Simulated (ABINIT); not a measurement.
Runs of ABINIT 10.8.3 (patched build) on HfB2. Symmetry: P6/mmm, No. 191, hexagonal system. The conventional cell has a = 3.140 Å, b = 3.140 Å, c = 3.480 Å, α = 90.00°, β = 90.00°, γ = 120.00°. Around Hf (site symmetry 6/mmm) lie 12 B at 2.51 Å. B (site symmetry -6m2) has 3 B at 1.81 Å as nearest neighbours. 

```tsv
task	level	potentials or basis	cell	k mesh	cutoff (eV)	fine-grid cutoff	mesh quality	gap on the mesh (eV)	pressure (GPa)	V0 of scaled cells (Å³/atom)	B0 (GPa)
single point	PBE	JTH PAW PBE v2.0	as given	13 × 13 × 10	517	1034.03 eV	not flagged	none	1.2	-	-
single point	PBE	JTH PAW PBE v2.0	atoms moved at random, drawn with an rms of 0.05 Å	10 × 10 × 8	517	1034.03 eV	not flagged	none	2.0	-	-
equation of state	WC	JTH PAW PBE v2.0	as given	10 × 10 × 8	517	1034.03 eV	not flagged	-	-	(b)	264
single point	LDA	JTH PAW LDA v2.0	as given	4 × 4 × 3	463	925.187 eV	coarse	none	-10.3	-	-
equation of state	PBE	JTH PAW PBE v2.0	as given	10 × 10 × 8	517	1034.03 eV	not flagged	-	-	9.96	253
band structure	PBE	PseudoDojo NC SR PBE v0.4.1 standard	as given	10 × 10 × 8	1034	-	not flagged	none	(a)	-	-
equation of state	LDA-PZ	JTH PAW LDA v2.0	as given	10 × 10 × 8	463	925.187 eV	not flagged	-	-	9.54	277
band structure	LDA-PZ	JTH PAW LDA v2.0	as given	10 × 10 × 8	463	925.187 eV	not flagged	none	-10.2	-	-
```

Alike in all rows: no spin polarisation; smearing fermi-dirac 0.05 eV.

Problem. Fill in the values left out.

Solution. (a) 1.7; (b) 9.78.

Caveats: some runs use coarse meshes; the atomic spheres overlap (some runs); pressures at fixed basis lie under the slope of the energies (some runs); the cell was scaled at fixed shape and fractional positions, which overstates the stiffness of a crystal with free parameters, most of all of layers and chains (some runs); spin-orbit coupling is left out, which moves the levels of the heavy elements (some runs); the PAW data sets were made with another functional, which shifts forces and pressure a little (some runs).

A k mesh can miss the band edges, and the runs leave out spin-orbit coupling on Hf.

A gap of «none» marks a metal or a gap under the smearing width.
